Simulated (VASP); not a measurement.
# Cs (C2/m) in VASP: further runs

The runs below take Cs through single point, with PBEsol.

Everything below comes from runs of VASP 6.6.1. Logs are shortened: lines on timing, memory, paths and dates and some standing lists are left out, and cuts for length are marked.

### Step 1. Starting point

It takes space group C2/m (No. 12, monoclinic). The conventional cell has a = 6.038 Å, b = 8.676 Å, c = 5.110 Å, α = 90.00°, β = 120.26°, γ = 90.00°.

This isn't the form of Cs at room conditions, which is bcc.

### Step 2. Single point, PBEsol

INCAR

```
ADDGRID = False
ALGO = Normal
EDIFF = 1E-6
ENCUT = 400
GGA = PS
ISIF = 2
ISMEAR = 1
LASPH = True
LCHARG = False
LREAL = False
LWAVE = False
NELM = 100
PREC = Accurate
SIGMA = 0.1
```

KPOINTS

```
k-points
0
Gamma
  8 8 8
```

POSCAR

```
Cs
1.0
    3.0286440000     -4.4025590000     -0.0553060000
    2.9811710000      4.3695220000      0.0984760000
   -2.5313490000      0.0923220000      4.3694900000
Cs
1
Direct
   -0.0054440000      0.0010830000      0.4979030000
```

Potentials or basis: VASP PAW PBE potentials, release 64 (Cs_sv).

On the command line:

```console
> cat potpaw_PBE.64/Cs_sv/POTCAR > POTCAR
> mpirun -np 1 vasp_std > vasp.out
```

OUTCAR:

```text
EDIFF = 1E-6
   ENCUT = 400
   GGA = PS
   ISIF = 2
   ISMEAR = 1
   LASPH = True
   LREAL = False
   NELM = 100
   PREC = Accurate

 Found    260 irreducible k-points:

 Following reciprocal coordinates:
            Coordinates               Weight
  0.000000  0.000000  0.000000      1.000000
  0.125000 -0.000000 -0.000000      2.000000
  0.250000 -0.000000 -0.000000      2.000000
  0.375000 -0.000000  0.000000      2.000000
  0.500000 -0.000000 -0.000000      1.000000
 -0.000000  0.125000 -0.000000      2.000000
   k-points           NKPTS =    260   k-points in BZ     NKDIM =    260   number of bands    NBANDS=      8
   number of dos      NEDOS =    301   number of ions     NIONS =      1
   total plane-waves  NPLWV =  46656
   dimension x,y,z NGX =    36 NGY =   36 NGZ =   36
   dimension x,y,z NGXF=    72 NGYF=   72 NGZF=   72
   ions per type =               1
   NGX,Y,Z   is equivalent  to a cutoff of  11.20, 11.31, 11.85 a.u.
   NGXF,Y,Z  is equivalent  to a cutoff of  22.40, 22.62, 23.70 a.u.
 SYSTEM =  unknown system
   PREC   = accura    normal or accurate (medium, high low for compatibility)
   ISTART =      0    job   : 0-new  1-cont  2-samecut
   ICHARG =      2    charge: 1-file 2-atom 10-const
   ISPIN  =      1    spin polarized calculation?
   LNONCOLLINEAR =      F non collinear calculations
   LSORBIT =      F    spin-orbit coupling
   LASPH  =      T    aspherical Exc in radial PAW
   ENCUT  =  400.0 eV  29.40 Ry    5.42 a.u.   8.71  8.63  8.24*2*pi/ulx,y,z
   NELM   =    100;   NELMIN=  2; NELMDL= -5     # of ELM steps
   EDIFF  = 0.1E-05   stopping-criterion for ELM
   LREAL  =      F    real-space projection
   EDIFFG = 0.1E-04   stopping-criterion for IOM
   NSW    =      0    number of steps for IOM
   IBRION =     -1    ionic relax: 0-MD 1-quasi-New 2-CG
   NFREE  =      0    steps in history (QN), initial steepest desc. (CG)
   ISIF   =      2    stress and relaxation
   ISYM   =      2    0-nonsym 1-usesym 2-fastsym
   POTIM  = 0.5000    time-step for ionic-motion
   TEBEG  =    0.0;   TEEND  =   0.0 temperature during run
   PSTRESS=    0.0 pullay stress
   NELECT =       9.0000    total number of electrons
   NUPDOWN=      -1.0000    fix difference up-down
   EMIN   =  10.00;   EMAX   =-10.00  energy-range for DOS
   EFERMI =   0.00;   METHOD = LEGACY
   ISMEAR =     1;   SIGMA  =   0.10  broadening in eV -4-tet -1-fermi 0-gaus
   EFERMI_NEDOS =   21; number of points for ismear=-14 and -15
   IALGO  =     38    algorithm
   IMIX   =      4    mixing-type and parameters
     AMIX     =   0.40;   BMIX     =  1.00
     AMIX_MAG =   1.60;   BMIX_MAG =  1.00
  volume/ion in A,a.u.               =     115.62       780.22
  Fermi-wavevector in a.u.,A,eV,Ry     =   0.699009  1.320935  6.647991  0.488614
  Thomas-Fermi vector in A             =   1.782770
   LORBIT       =      0    0 simple, 1 ext, 2 COOP (PROOUT), +10 PAW based schemes
   GGA     = PS    functional components
   LHFCALC =     F    Hartree Fock is set to
   AEXX    =    0.0000 exact exchange contribution
   IVDW    =     0    specifies the selected vdW correction
   LEPSILON=     F    determine dielectric tensor
   LRPA    =     F    only Hartree local field effects (RPA)
 non-spin polarized calculation
 Methfessel and Paxton  Order N= 1 SIGMA  =   0.10
  energy-cutoff  :      400.00
  volume of cell :      115.62
 maximum number of plane-waves:      2122
   NGX = 17   NGY = 17   NGZ = 17

 number of electron       9.0000000 magnetization

 Free energy of the ion-electron system (eV)
  ---------------------------------------------------
  ext. energy  EPLUGINS =         0.00000000
  ---------------------------------------------------
  free energy    TOTEN  =        -0.93153695 eV

  energy without entropy =       -0.93133558  energy(sigma->0) =       -0.93146982

 E-fermi :   0.3698     XC(G=0):  -5.4617

 val. band max:        0.3697319632   @ k =   0.5000   0.3750   0.1250
 cond. band min:       0.3758422459   @ k =   0.5000   0.5000  -0.0000
 fundamental gap:      0.0061102827
 Fermi energy:         0.3698213939

 k-point     1 :       0.0000    0.0000    0.0000
  band No.  band energies     occupation
      1     -23.4961      2.00000
      2     -10.2263      2.00000
      3     -10.2176      2.00000
      4     -10.2004      2.00000
      5      -1.3149      2.00000
      6       2.5615      0.00000
      7       2.7986      0.00000
      8       3.0535      0.00000

 k-point     2 :       0.1250   -0.0000   -0.0000
  band No.  band energies     occupation
      1     -23.4954      2.00000
      2     -10.2418      2.00000
      3     -10.2231      2.00000
      4     -10.2021      2.00000
      5      -1.1549      2.00000
      6       2.4340      0.00000
      7       2.5685      0.00000
      8       3.1244      0.00000

 k-point     3 :       0.2500   -0.0000   -0.0000
  band No.  band energies     occupation
      1     -23.4936      2.00000
      2     -10.2829      2.00000
      3     -10.2334      2.00000
      4     -10.2051      2.00000
      5      -0.7091      2.00000
      6       1.9848     -0.00000
      7       2.1744     -0.00000
      8       3.5303      0.00000

 k-point     4 :       0.3750   -0.0000    0.0000
  band No.  band energies     occupation
      1     -23.4919      2.00000
      2     -10.3235      2.00000
      3     -10.2436      2.00000
      4     -10.2075      2.00000
      5      -0.0955      2.00000
      6       1.4390     -0.00000
      7       1.9560     -0.00000
      8       4.0266      0.00000

 k-point     5 :       0.5000   -0.0000   -0.0000
  band No.  band energies     occupation
      1     -23.4912      2.00000
      2     -10.3401      2.00000
      3     -10.2478      2.00000
      4     -10.2085      2.00000
      5       0.3205      1.73262
      6       1.1108     -0.00000
      7       1.8745     -0.00000
      8       3.9039      0.00000

 k-point     6 :      -0.0000    0.1250   -0.0000
  band No.  band energies     occupation
      1     -23.4953      2.00000
      2     -10.2415      2.00000
      3     -10.2243      2.00000
      4     -10.2015      2.00000
      5      -1.1572      2.00000
      6       2.4526      0.00000
      7       2.5760      0.00000
      8       3.1452      0.00000

 [... further k-points ...]
[... 5 lines left out ...]
  --------------------------------------------------------------------------------------
  -------------------------------------------------------------------------------------
  Total       -0.0809594     -0.0813733     -0.0867219      0.0057442     -0.0017571     -0.0591538
  in kB       -1.1219129     -1.1276491     -1.2017679      0.0796008     -0.0243500     -0.8197374
  external PRESSURE =      -1.1504433 kB  Pullay stress =       0.0000000 kB

 VOLUME and BASIS-vectors are now :
 -----------------------------------------------------------------------------
  energy-cutoff  :      400.00
  volume of cell :      115.62
      direct lattice vectors                 reciprocal lattice vectors
     3.028644000 -4.402559000 -0.055306000     0.165058960 -0.114823640  0.098048647
     2.981171000  4.369522000  0.098476000     0.166342001  0.113250823  0.093973007
    -2.531349000  0.092322000  4.369490000    -0.001659677 -0.004005713  0.227982806

 POSITION                                       TOTAL-FORCE (eV/Angst)
 -----------------------------------------------------------------------------------
      1.75502     -4.32789      2.12068        -0.000000     -0.000000      0.000000
 -----------------------------------------------------------------------------------
    total drift:                               -0.000009     -0.000001     -0.000001

  FREE ENERGIE OF THE ION-ELECTRON SYSTEM (eV)
  ---------------------------------------------------
  free  energy   TOTEN  =        -0.9315369454 eV

  energy  without entropy=       -0.9313355785  energy(sigma->0) =       -0.93146982
```

Run time: 64 s. Hardware: 1 thread of Intel Xeon Platinum 8488C (Sapphire Rapids), shared host; peak memory 0.3 GiB.

These settings aren't checked as converged: the numbers below hold their error.

What came out:

```
Free energy            : -0.9315 eV
Pressure               : -0.1 GPa
Band gap on the k mesh : none (metal or under the smearing width)
```

Caveat: the PAW data sets were made with another functional, which shifts forces and pressure a little.

### Step 3. Single point, PBEsol

Edit INCAR of step 2 so:

```diff
@@ -13,2 +13,2 @@
 PREC = Accurate
-SIGMA = 0.1
+SIGMA = 0.4
```

KPOINTS is that of step 2.

POSCAR

```
Cs
1.0
    3.0190110000     -4.3381320000      0.0000000000
    3.0190110000      4.3381320000      0.0000000000
   -2.5749360000      0.0000000000      4.4138870000
Cs
1
Direct
    0.0000000000      0.0000000000      0.5000000000
```

Potentials or basis: VASP PAW PBE potentials, release 64 (Cs_sv).

On the command line:

```console
> cat potpaw_PBE.64/Cs_sv/POTCAR > POTCAR
> mpirun -np 1 vasp_std > vasp.out
```

OUTCAR:

```text
EDIFF = 1E-6
   ENCUT = 400
   GGA = PS
   ISIF = 2
   ISMEAR = 1
   LASPH = True
   LREAL = False
   NELM = 100
   PREC = Accurate

 Found    150 irreducible k-points:

 Following reciprocal coordinates:
            Coordinates               Weight
  0.000000  0.000000  0.000000      1.000000
  0.125000  0.000000 -0.000000      4.000000
  0.250000  0.000000 -0.000000      4.000000
  0.375000  0.000000 -0.000000      4.000000
  0.500000  0.000000 -0.000000      2.000000
  0.125000  0.125000 -0.000000      2.000000
   k-points           NKPTS =    150   k-points in BZ     NKDIM =    150   number of bands    NBANDS=      8
   number of dos      NEDOS =    301   number of ions     NIONS =      1
   total plane-waves  NPLWV =  46656
   dimension x,y,z NGX =    36 NGY =   36 NGZ =   36
   dimension x,y,z NGXF=    72 NGYF=   72 NGZF=   72
   ions per type =               1
   NGX,Y,Z   is equivalent  to a cutoff of  11.32, 11.32, 11.71 a.u.
   NGXF,Y,Z  is equivalent  to a cutoff of  22.65, 22.65, 23.42 a.u.
 SYSTEM =  unknown system
   PREC   = accura    normal or accurate (medium, high low for compatibility)
   ISTART =      0    job   : 0-new  1-cont  2-samecut
   ICHARG =      2    charge: 1-file 2-atom 10-const
   ISPIN  =      1    spin polarized calculation?
   LNONCOLLINEAR =      F non collinear calculations
   LSORBIT =      F    spin-orbit coupling
   LASPH  =      T    aspherical Exc in radial PAW
   ENCUT  =  400.0 eV  29.40 Ry    5.42 a.u.   8.62  8.62  8.33*2*pi/ulx,y,z
   NELM   =    100;   NELMIN=  2; NELMDL= -5     # of ELM steps
   EDIFF  = 0.1E-05   stopping-criterion for ELM
   LREAL  =      F    real-space projection
   EDIFFG = 0.1E-04   stopping-criterion for IOM
   NSW    =      0    number of steps for IOM
   IBRION =     -1    ionic relax: 0-MD 1-quasi-New 2-CG
   NFREE  =      0    steps in history (QN), initial steepest desc. (CG)
   ISIF   =      2    stress and relaxation
   ISYM   =      2    0-nonsym 1-usesym 2-fastsym
   POTIM  = 0.5000    time-step for ionic-motion
   TEBEG  =    0.0;   TEEND  =   0.0 temperature during run
   PSTRESS=    0.0 pullay stress
   NELECT =       9.0000    total number of electrons
   NUPDOWN=      -1.0000    fix difference up-down
   EMIN   =  10.00;   EMAX   =-10.00  energy-range for DOS
   EFERMI =   0.00;   METHOD = LEGACY
   ISMEAR =     1;   SIGMA  =   0.40  broadening in eV -4-tet -1-fermi 0-gaus
   EFERMI_NEDOS =   21; number of points for ismear=-14 and -15
   IALGO  =     38    algorithm
   IMIX   =      4    mixing-type and parameters
     AMIX     =   0.40;   BMIX     =  1.00
     AMIX_MAG =   1.60;   BMIX_MAG =  1.00
  volume/ion in A,a.u.               =     115.62       780.22
  Fermi-wavevector in a.u.,A,eV,Ry     =   0.699009  1.320936  6.647992  0.488614
  Thomas-Fermi vector in A             =   1.782770
   LORBIT       =      0    0 simple, 1 ext, 2 COOP (PROOUT), +10 PAW based schemes
   GGA     = PS    functional components
   LHFCALC =     F    Hartree Fock is set to
   AEXX    =    0.0000 exact exchange contribution
   IVDW    =     0    specifies the selected vdW correction
   LEPSILON=     F    determine dielectric tensor
   LRPA    =     F    only Hartree local field effects (RPA)
 non-spin polarized calculation
 Methfessel and Paxton  Order N= 1 SIGMA  =   0.40
  energy-cutoff  :      400.00
  volume of cell :      115.62
 maximum number of plane-waves:      2123
 NGX is ok and might be reduce to    36
   NGX = 17   NGY = 17   NGZ = 17

 number of electron       8.9999999 magnetization

 Free energy of the ion-electron system (eV)
  ---------------------------------------------------
  ext. energy  EPLUGINS =         0.00000000
  ---------------------------------------------------
  free energy    TOTEN  =        -0.93605593 eV

  energy without entropy =       -0.93171023  energy(sigma->0) =       -0.93460736

 E-fermi :   0.3628     XC(G=0):  -5.4622

 val. band max:        0.3620590335   @ k =   0.0000   0.0000   0.5000
 cond. band min:       0.3824232400   @ k =   0.5000   0.3750  -0.0000
 fundamental gap:      0.0203642065
 Fermi energy:         0.3627921062

 k-point     1 :       0.0000    0.0000    0.0000
  band No.  band energies     occupation
      1     -23.4952      2.00000
      2     -10.2236      2.00000
      3     -10.2146      2.00000
      4     -10.2053      2.00000
      5      -1.3154      2.00000
      6       2.6115     -0.00000
      7       2.7691     -0.00000
      8       3.0696     -0.00000

 k-point     2 :       0.1250    0.0000   -0.0000
  band No.  band energies     occupation
      1     -23.4944      2.00000
      2     -10.2392      2.00000
      3     -10.2212      2.00000
      4     -10.2066      2.00000
      5      -1.1552      2.00000
      6       2.4900     -0.00000
      7       2.5628     -0.00000
      8       3.1506     -0.00000

 k-point     3 :       0.2500    0.0000   -0.0000
  band No.  band energies     occupation
      1     -23.4926      2.00000
      2     -10.2827      2.00000
      3     -10.2322      2.00000
      4     -10.2082      2.00000
      5      -0.7092      2.00100
      6       1.9875     -0.00000
      7       2.2513     -0.00000
      8       3.5687     -0.00000

 k-point     4 :       0.3750    0.0000   -0.0000
  band No.  band energies     occupation
      1     -23.4908      2.00000
      2     -10.3259      2.00000
      3     -10.2426      2.00000
      4     -10.2094      2.00000
      5      -0.0952      2.06874
      6       1.4432     -0.00090
      7       2.0360     -0.00000
      8       3.8614     -0.00000

 k-point     5 :       0.5000    0.0000   -0.0000
  band No.  band energies     occupation
      1     -23.4900      2.00000
      2     -10.3435      2.00000
      3     -10.2469      2.00000
      4     -10.2098      2.00000
      5       0.3228      1.16843
      6       1.1110     -0.02374
      7       1.9556     -0.00000
      8       3.7568     -0.00000

 k-point     6 :       0.1250    0.1250   -0.0000
  band No.  band energies     occupation
      1     -23.4933      2.00000
      2     -10.2616      2.00000
      3     -10.2317      2.00000
      4     -10.2105      2.00000
      5      -0.8596      2.00014
      6       2.1810     -0.00000
      7       2.2636     -0.00000
      8       3.4415     -0.00000

 [... further k-points ...]
[... 5 lines left out ...]
  --------------------------------------------------------------------------------------
  -------------------------------------------------------------------------------------
  Total       -0.0958780     -0.0753095     -0.0874305      0.0000000      0.0000000     -0.0952756
  in kB       -1.3286514     -1.0436185     -1.2115881      0.0000000      0.0000000     -1.3203024
  external PRESSURE =      -1.1946193 kB  Pullay stress =       0.0000000 kB

 VOLUME and BASIS-vectors are now :
 -----------------------------------------------------------------------------
  energy-cutoff  :      400.00
  volume of cell :      115.62
      direct lattice vectors                 reciprocal lattice vectors
     3.019011000 -4.338132000  0.000000000     0.165617151 -0.115256982  0.096616330
     3.019011000  4.338132000  0.000000000     0.165617151  0.115256982  0.096616330
    -2.574936000  0.000000000  4.413887000     0.000000000  0.000000000  0.226557680

 POSITION                                       TOTAL-FORCE (eV/Angst)
 -----------------------------------------------------------------------------------
     -1.28747      0.00000      2.20694         0.000000     -0.000000      0.000000
 -----------------------------------------------------------------------------------
    total drift:                                0.000000     -0.000000      0.000000

  FREE ENERGIE OF THE ION-ELECTRON SYSTEM (eV)
  ---------------------------------------------------
  free  energy   TOTEN  =        -0.9360559287 eV

  energy  without entropy=       -0.9317102339  energy(sigma->0) =       -0.93460736
```

Wall time 41 s (1 thread of Intel Xeon Platinum 8488C (Sapphire Rapids), shared host); peak memory 0.25 GiB.

These settings aren't checked as converged: the numbers below hold their error.

What came out:

- Free energy: -0.9361 eV
- Pressure: -0.1 GPa
- Band gap on the k mesh: none (metal or under the smearing width)

Caveat: the PAW data sets were made with another functional, which shifts forces and pressure a little.

### Step 4. Single point, PBEsol

INCAR is that of step 3.

KPOINTS is that of step 3.

POSCAR

```
Cs
1.0
    3.0286440000     -4.4025590000     -0.0553060000
    2.9811710000      4.3695220000      0.0984760000
   -2.5313490000      0.0923220000      4.3694900000
Cs
1
Direct
   -0.0054440000      0.0010830000      0.4979030000
```

On the command line:

```console
> cat potpaw_PBE.64/Cs_sv/POTCAR > POTCAR
> mpirun -np 1 vasp_std > vasp.out
```

It took 78 s on 1 thread of Intel Xeon Platinum 8488C (Sapphire Rapids), shared host; peak memory 0.3 GiB.

These settings aren't checked as converged: the numbers below hold their error.

Results:

- Free energy: -0.9345 eV
- Pressure: -0.1 GPa
- Band gap on the k mesh: none (metal or under the smearing width)

Caveat: the PAW data sets were made with another functional, which shifts forces and pressure a little.

### Step 5. The reference run

An earlier run on the cell as given: functional PBE; potentials or basis VASP PAW PBE potentials, release 64 (Cs_sv); cutoff 520 eV; k mesh 6 × 6 × 6; occupations fermi-dirac, width 0.05 eV; no spin polarisation.

- Pressure: 0.0 GPa
- Band gap on the k mesh: none (metal or under the smearing width)
